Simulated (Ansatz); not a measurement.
# SiO2 (P4_2/mnm) in Ansatz: equation of state

Aim: energy against volume of SiO2 in PBEsol, for its equilibrium volume and stiffness.

All numbers are computed with Ansatz 0.2.0; they aren't measurements. Logs are shortened: lines on timing, memory, paths and dates and some standing lists are left out, and cuts for length are marked.

## 1. Starting point

Symmetry: P4_2/mnm, No. 136, tetragonal system. The conventional cell has a = 4.233 Å, b = 4.233 Å, c = 2.693 Å, α = 90.00°, β = 90.00°, γ = 90.00°. Si (site symmetry mmm) has 6 O at 1.78 to 1.84 Å as nearest neighbours. O (site symmetry m2m) is surrounded by 3 Si at 1.78 to 1.84 Å.

The cell comes from a database or a generator and needn't be the stable form of this composition.

## 2. Equation of state, PBEsol

Potentials or basis: all-electron LAPW, scalar-relativistic.

No new run: the results of the series are fitted here.

Results:

```
Equilibrium volume                        : 7.87 Å³/atom
Bulk modulus at fixed shape and positions : 316 GPa
Pressure derivative of the bulk modulus   : 4.2
```

Energy against volume, from the lowest point:
```csv
volume (Å³/atom),energy (meV/atom)
7.562,12.60
7.723,2.73
7.884,0.00
8.044,3.70
8.205,13.17
8.366,27.84
8.527,47.18
```

Caveat: the cell was scaled at fixed shape and fractional positions, which overstates the stiffness of a crystal with free parameters, most of all of layers and chains.
